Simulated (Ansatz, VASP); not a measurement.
## TaN: VASP beside Ansatz

```
Ta N
1.0
     2.87924    0.00000    0.00000
    -1.43962    2.49349    0.00000
     0.00000    0.00000    2.88300
Ta N
1 1
Direct
  0.33333 0.66667 0.50000
  0.00000 0.00000 0.00000
```

Change from the starting cell: equal xx and yy strain of -2 %.

Alike in both runs: task single point; functional PBEsol; k mesh 12 × 12 × 10; occupations fermi-dirac, width 0.02 eV; no spin polarisation.

```csv
,VASP,Ansatz
version,VASP 6.6.1,Ansatz 0.2.0
potentials or method,"VASP PAW PBE potentials, release 64 (Ta_pv, N), cutoff 520 eV","all-electron LAPW, scalar-relativistic"
```

```csv
,VASP,Ansatz,Ansatz less VASP
pressure (GPa),10.7,9.7,-1.03
largest component of the traceless stress (GPa),8.15,8.29,+0.140
```

Ansatz ran all-electron here, so the differences hold the error of VASP's frozen core and of both bases.

Caveats: the PAW data sets were made with another functional, which shifts forces and pressure a little (VASP). Spin-orbit coupling is left out, which matters for the levels of Ta.
